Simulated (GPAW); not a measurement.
Crystal: BeTe.

```
Te Be
1.0
     0.00000    2.77000    2.77000
     2.77000    0.00000    2.77000
     2.77000    2.77000    0.00000
Te Be
1 1
Direct
  0.75000 0.75000 0.75000
  0.00000 0.00000 0.00000
```

Program: GPAW 26.7.0. Alike in all runs: no spin polarisation; cell as given; k mesh 8 × 8 × 8; cutoff (eV) 800; smearing fermi-dirac 0.05 eV.

Q: Order these runs on this cell by their band gap on the k mesh, lowest first.
A. level PBEsol; potentials or basis PAW data sets generated in the run's folder for this functional, pw; band path GXWKGLUWLK,UX; band points 60
B. level r2SCAN; potentials or basis GPAW PAW data sets (gpaw-data 1.2.1), pw; band path GXWKGLUWLK,UX; band points 60
C. level TB-mBJ; potentials or basis GPAW PAW data sets for LDA (gpaw-data 1.2.1), pw

A: A (1.75 eV), B (2.22 eV), C (2.52 eV).

Caveats: spin-orbit coupling is left out, which moves the levels of the heavy elements; a model potential gives levels but no total energy (some runs).

A k mesh can miss the band edges.
